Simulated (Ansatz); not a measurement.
This was printed by a script on the Ansatz DFT code, driven from Python, for a projected density of states of NbC, space group Fm-3m. What did the script look like? Settings: r2SCAN, PAW, cutoff 653 eV, 13×13×13 k-points, Fermi-Dirac smearing of 0.1 eV.

```xyz
2
Lattice="0.0000 2.2346 2.2346 2.2346 0.0000 2.2346 2.2346 2.2346 0.0000" Properties=species:S:1:pos:R:3 pbc="T T T"
Nb    0.0000    0.0000    0.0000
C     2.2346    2.2346    2.2346
```

```console
$ python pdos.py
states by shell in windows of E - E_F (eV): [(-10, -5), (-5, 0), (0, 4)]
Nb 4S       0.041    0.006    0.003
Nb 5S       0.110    0.017    0.093
Nb 4P       0.031    0.086    0.005
Nb 4D       0.809    2.520    4.250
C 2S        0.037    0.056    0.082
C 2P        0.939    2.237    1.046
INFO centre of Nb 4D: -4.04 eV
INFO centre of C 2P: -4.38 eV
```

One script that gives this output:

Script `pdos.py`:
```python
"""Which atoms and shells make the states of NbC."""

import logging
import sys

import ansatz
import numpy as np

logging.basicConfig(stream=sys.stdout, format="%(levelname)s %(message)s")
logger = logging.getLogger("run")
logger.setLevel(logging.INFO)

XC = "r2scan"
MESH = (13, 13, 13)
SMEARING_WIDTH = 0.1
N_EMPTY = 10

lattice = ansatz.Lattice.of(
    (0.0, 2.23455, 2.23455),
    (2.23455, 0.0, 2.23455),
    (2.23455, 2.23455, 0.0),
)
sites = [
    ("Nb", (0.0, 0.0, 0.0)),
    ("C", (0.5, 0.5, 0.5)),
]
nbc = ansatz.Crystal(lattice=lattice)
for symbol, position in sites:
    nbc = nbc.atom(symbol, position)

setup = nbc.calculation()
setup = setup.functional(XC)
setup = setup.basis(24 * ansatz.Ha).kpoints(*MESH, center="gamma")
setup = setup.occupations(ansatz.OccupationsMethod.FERMI_DIRAC, width=SMEARING_WIDTH).scf(extra_bands=N_EMPTY)
setup = setup.density_of_states(projected=True, energy_step=0.1)
result = setup.run()
report = result.report

dos = result.density_of_states()
energy = np.asarray(dos.energies_ev) - dos.fermi_ev
curves = {}
for site in result.projected_density_of_states().sites:
    for shell in site.shells:
        weight = sum(np.sum(curve.g_bin_mean_per_ev, axis=0) for curve in shell.curves)
        name = f"{site.species} {shell.label}"
        curves[name] = curves.get(name, 0) + weight

step = energy[1] - energy[0]
windows = [(-10, -5), (-5, 0), (0, 4)]
print("states by shell in windows of E - E_F (eV):", windows)
for name, g in curves.items():
    print(f"{name:8s}", " ".join(f"{step * g[(energy >= a) & (energy < b)].sum():8.3f}" for a, b in windows))
filled = (energy < 0) & (energy > -10)
for name, g in curves.items():
    if g[filled].sum() * step > 0.5:
        logger.info(f"centre of {name}: {np.average(energy[filled], weights=g[filled]):.2f} eV")
```

Spin is left out of this run. The starting cell is as deposited in a crystallographic database; the results hold for this polymorph, which needn't be the stable one. Curves are summed over the cell's atoms. Only shells that the potentials hold have channels, so projections don't add up to the total, least of all where a shell is missing (p of most metals); heights and places of peaks move with the mesh. The density of states is complete only as far up as bands were computed. A band centre counts only the states inside the window taken. Run time: 6.5 s on 1 thread of Arm Neoverse V2 (shared host), peak memory 0.45 GiB.
